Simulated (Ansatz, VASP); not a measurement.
**TiO2 in VASP and in Ansatz**

Contents of INCAR:

```
  PREC = Accurate
  ENCUT = 520
  EDIFF = 1E-7
  ISMEAR = -1
  SIGMA = 0.02
  LREAL = False
  LASPH = True
  NELM = 100
  ALGO = Normal
  ISIF = 2
  LWAVE = False
  LCHARG = False
  GGA = PE
  NBANDS = 19
```

File KPOINTS:

```
Automatic mesh
0
Gamma
  10 10 10
```

Contents of POSCAR:

```
TiO2
1.0
    0.0000000000      2.3349890976      2.3349890976
    2.3349890976      0.0000000000      2.3349890976
    2.3349890976      2.3349890976      0.0000000000
Ti O
1 2
Direct
    0.0000000000      0.0000000000      0.0000000000
    0.2500000000      0.2500000000      0.2500000000
    0.7500000000      0.7500000000      0.7500000000
```

Input for Ansatz:

```yaml
crystal:
  lattice:
    - [0.0, 2.3349890976, 2.3349890976]
    - [2.3349890976, 0.0, 2.3349890976]
    - [2.3349890976, 2.3349890976, 0.0]
  atoms:
    - { symbol: Ti, position: [0.0, 0.0, 0.0] }
    - { symbol: O, position: [0.25, 0.25, 0.25] }
    - { symbol: O, position: [0.75, 0.75, 0.75] }
kpoints:
  mp_grid: { grid: [10, 10, 10] }
  band_path:
    path:
      - [0.0, 0.0, 0.0]
      - [0.5, 0.0, 0.5]
      - [0.625, 0.25, 0.625]
      - [0.375, 0.375, 0.75]
      - [0.5, 0.5, 0.5]
      - [0.5, 0.25, 0.75]
    npoints: 1
hamiltonian:
  xc: pbe
scf:
  occupations: { method: fermi_dirac, width: 0.02 }
  n_extra_bands: 4
output:
  forces: true
  stress: true
  eigenvalues: true
```

Change from the starting cell: hydrostatic strain -2.6%.

Alike in both runs: task single point; functional PBE; k mesh 10 × 10 × 10; occupations fermi-dirac, width 0.02 eV; no spin polarisation.

```csv
,VASP,Ansatz
version,VASP 6.6.1,Ansatz 0.2.0
potentials or method,"VASP PAW PBE potentials, release 64 (Ti_sv, O)","plane waves, PAW"
plane-wave cutoff (eV),520,420
valence electrons in the cell,24,24
```

```tsv
	VASP	Ansatz	Ansatz less VASP
gap on the k mesh at the Fermi level (eV)	1.19	1.21	+0.020
pressure (GPa)	32.2	31.2	-1.09
```

With one functional, cell and mesh, what is left measures potentials, basis and numerics.

Caveats: so large a pressure means that the cell lies far from this level's equilibrium, or that cutoff or potentials fall short (VASP). A k mesh can miss the band edges.
